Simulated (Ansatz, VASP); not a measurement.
## Hf: VASP beside Ansatz

```
Hf
1.0
     0.00000    2.22000    2.22000
     2.22000    0.00000    2.22000
     2.22000    2.22000    0.00000
Hf
1
Cartesian
  0.0000 0.0000 0.0000
```

Alike in both runs: task single point; functional PBE; k mesh 5 × 5 × 5; occupations fermi-dirac, width 0.03 eV; no spin polarisation.

```csv
,VASP,Ansatz
version,VASP 6.6.1,Ansatz 0.2.0
potentials or method,"VASP PAW PBE potentials, release 64 (Hf_pv), cutoff 520 eV","all-electron LAPW, scalar-relativistic"
```

Ansatz gave:

* pressure (GPa): 3.3

Task: Which values does VASP return?

Result: Pressure (GPa): 2.8.

Ansatz ran all-electron here, so the differences hold the error of VASP's frozen core and of both bases.

Caveats: the k mesh is coarse (spacing up to 0.49 Å⁻¹), so the values aren't converged. The runs have no spin-orbit coupling, so splittings on Hf are missing.
